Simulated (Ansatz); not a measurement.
**TiPbO₃, a database entry at a rescaled volume**

```yaml
crystal:
  lattice:
    - [3.95913, 0.00000, 0.00000]
    - [0.00000, 3.95913, 0.00000]
    - [0.00000, 0.00000, 3.95913]
  atoms:
    - { symbol: Pb, position: [0.00000, 0.00000, 0.00000] }
    - { symbol: Ti, position: [0.50000, 0.50000, 0.50000] }
    - { symbol: O, position: [0.00000, 0.50000, 0.50000] }
    - { symbol: O, position: [0.50000, 0.00000, 0.50000] }
    - { symbol: O, position: [0.50000, 0.50000, 0.00000] }
```

Level: r2SCAN, no spin polarisation; 500 eV; 7×7×7 Γ-centred mesh; methfessel-paxton occupations (width 0.1529 eV); Ansatz 0.2.0, fixed geometry.

**Question.** What does the stress say?

**Answer.** The pressure is -3.4 GPa (compression positive), so with the atoms held at these fractions the cell would first shrink.

**Question.** Metal or insulator? Give the gap.

**Answer.** The gap is 1.94 eV, indirect (the least direct gap found is 1.95 eV). A semilocal functional usually gives too small a gap.

**Question.** What do density and ELF say about some of the short contacts?

**Answer.** Ti–O at 1.98 Å: least valence density 0.66 e/Å³ and ELF 0.19 there. Pb–O at 2.80 Å: least valence density 0.17 e/Å³ and ELF 0.09 there, a closed-shell (ionic or weak) contact. Both are smooth PAW fields, read partly inside the augmentation spheres.

**Question.** Which orbitals make up the band edges?

**Answer.** Within 0.7 eV of the edges, the states project mainly on O p (88 %) below the gap and on Ti d (90 %) above it.

Origin: a database entry at a rescaled volume. Caveats: no spin-orbit coupling, which can shift this gap by tenths of an eV; wide smearing; the mesh misses a band edge that the path finds.
